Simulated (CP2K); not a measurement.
**Si2Mo in CP2K: convergence with cutoff ry**

Si2Mo:

```
Mo Si
1.0
     4.53529    0.00000    0.00000
     2.27744    3.92200    0.00000
    -3.40636   -1.96100    2.26274
Mo Si
1 2
Direct
  0.98602 0.94473 0.92849
  0.64306 0.69661 0.02021
  0.34755 0.30275 0.04324
```

The cell isn't the ideal one: atoms moved at random, drawn with an rms of 0.15 Å.

```yaml
Program: CP2K 2026.2
Task: single point
Functional: PBE
Potentials_or_basis: POTENTIAL_UZH Mo GTH-PBE-q14, Si GTH-PBE-q4; TZVP-MOLOPT-PBE-GTH basis
Density_cutoff: 1225 eV
k_mesh: 7 × 7 × 9
Occupations: fermi-dirac, width 0.05 eV
Spin: no spin polarisation
```

These are the settings of the first run; the series varies cutoff ry, with any setting tied to it.

Hardware: 1 thread of Intel(R) Xeon(R) 6975P-C (Granite Rapids), with other jobs on the host.

```
cutoff ry  energy less the tightest run, at zero smearing (meV/atom)  pressure (GPa)  largest force (eV/Å)  SCF cycles  CPU time (s)  peak memory (GiB)
    90 Ry                                                     -25.41           14.66                 3.448          13           110               0.43
   140 Ry                                                      -0.06           11.77                 3.495          13           120               0.46
   190 Ry                                                      -0.03           11.77                 3.498          13           120               0.47
   250 Ry                                                       0.00           11.77                 3.495          13           120               0.48
   320 Ry                                                       0.00           11.77                 3.495          13           130               0.53
   380 Ry                                                       0.00           11.77                 3.495          13           120               0.52
   450 Ry                                                       0.00           11.77                 3.495          13           130               0.56
   560 Ry                                                       0.00           11.77                 3.495          13           120               0.65
   720 Ry                                                       0.00           11.77                 3.495          13           120               0.68
```

Against the tightest run, the energy stays within 1 meV/atom from 140 Ry on; the pressure stays within 0.1 GPa from 140 Ry on; the largest force stays within 0.005 eV/Å from 140 Ry on. The tightest run that finished is the yardstick and may itself not be fully converged.

Caveat, for the tightest run too: the basis of atomic orbitals isn't converged, which shifts pressures, moduli and gaps.
